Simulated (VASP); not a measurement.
Level of theory: PBE GGA, VASP's PBE PAW potentials (set 64) (plane waves; VASP 6.6.1).

VASP ran on this input.

File POSCAR:
```
SrF2
2.8473880
  0.0000000000   1.0000000000   1.0000000000
  1.0000000000   0.0000000000   1.0000000000
  1.0000000000   1.0000000000   0.0000000000
Sr F
1 2
Direct
  0.0000000000   0.0000000000   0.0000000000
  0.7500000000   0.7500000000   0.7500000000
  0.2500000000   0.2500000000   0.2500000000
```

File KPOINTS:
```
Automatic mesh
0
Gamma
8 8 8
0 0 0
```

**INCAR**
```
ALGO = Normal
EDIFF = 1E-6
ENCUT = 400
GGA = PE
ISIF = 2
ISMEAR = 0
LASPH = .TRUE.
LCHARG = .FALSE.
LMAXMIX = 4
LREAL = .FALSE.
LWAVE = .FALSE.
NELM = 100
PREC = Accurate
SIGMA = 0.01
SYSTEM = SrF2
```

POTCAR, in this order: Sr_sv F (PBE.64 set). Program: vasp_std.

Output

### OSZICAR
```
       N       E                     dE             d eps       ncg     rms          rms(c)
DAV:   1     0.125110194647E+03    0.12511E+03   -0.12435E+04   928   0.120E+03
DAV:   2    -0.138084425401E+02   -0.13892E+03   -0.13629E+03  1152   0.283E+02
DAV:   3    -0.183199804709E+02   -0.45115E+01   -0.45056E+01  1272   0.544E+01
DAV:   4    -0.184684967437E+02   -0.14852E+00   -0.14850E+00  1320   0.758E+00
DAV:   5    -0.184725104415E+02   -0.40137E-02   -0.40137E-02  1280   0.914E-01    0.178E+01
DAV:   6    -0.170011999686E+02    0.14713E+01   -0.71613E+00   928   0.190E+01    0.151E+01
DAV:   7    -0.169953793520E+02    0.58206E-02   -0.19638E-01  1312   0.374E+00    0.755E+00
DAV:   8    -0.170106649086E+02   -0.15286E-01   -0.32751E-02  1120   0.218E+00    0.657E-01
DAV:   9    -0.170182825747E+02   -0.76177E-02   -0.10159E-02  1048   0.722E-01    0.486E-01
DAV:  10    -0.170191635737E+02   -0.88100E-03   -0.12386E-03  1024   0.277E-01    0.104E-01
DAV:  11    -0.170193227406E+02   -0.15917E-03   -0.16316E-04  1024   0.903E-02    0.181E-02
DAV:  12    -0.170193316172E+02   -0.88767E-05   -0.12163E-05  1232   0.254E-02    0.195E-02
DAV:  13    -0.170193326410E+02   -0.10238E-05   -0.17463E-06   952   0.987E-03    0.644E-03
DAV:  14    -0.170193325867E+02    0.54363E-07   -0.18402E-07   904   0.367E-03
   1 F= -.17019333E+02 E0= -.17019333E+02  d E =-.913739-142
```

**OUTCAR**
```
------------------------ aborting loop because EDIFF is reached ----------------------------------------
  FORCE on cell =-STRESS in cart. coord.  units (eV):
  Direction    XX          YY          ZZ          XY          YZ          ZX
  --------------------------------------------------------------------------------------
  Total       -0.1652709     -0.1652709     -0.1652709     -0.0000000      0.0000000      0.0000000
  in kB       -5.7350467     -5.7350467     -5.7350467     -0.0000000      0.0000000      0.0000000
  external PRESSURE =      -5.7350467 kB  Pullay stress =       0.0000000 kB
  volume of cell :       46.17
      direct lattice vectors                 reciprocal lattice vectors
     0.000000000  2.847388000  2.847388000    -0.175599532  0.175599532  0.175599532
     2.847388000  0.000000000  2.847388000     0.175599532 -0.175599532  0.175599532
     2.847388000  2.847388000  0.000000000     0.175599532  0.175599532 -0.175599532
 POSITION                                       TOTAL-FORCE (eV/Angst)
 -----------------------------------------------------------------------------------
      0.00000      0.00000      0.00000         0.000000      0.000000     -0.000000
      4.27108      4.27108      4.27108         0.000000      0.000000      0.000000
      1.42369      1.42369      1.42369        -0.000000     -0.000000     -0.000000
 -----------------------------------------------------------------------------------
    total drift:                                0.000000      0.000000      0.000000
  FREE ENERGIE OF THE ION-ELECTRON SYSTEM (eV)
  ---------------------------------------------------
  free  energy   TOTEN  =       -17.0193325867 eV

  energy  without entropy=      -17.0193325867  energy(sigma->0) =      -17.01933259
```
(Selected blocks of OUTCAR.)

At this cut-off the stress carries a Pulay error, which pulls relaxed volumes low.

The structure comes from a computed database's SrF2 entry; how it stands against other phases isn't given here. The cell was not relaxed at this level.
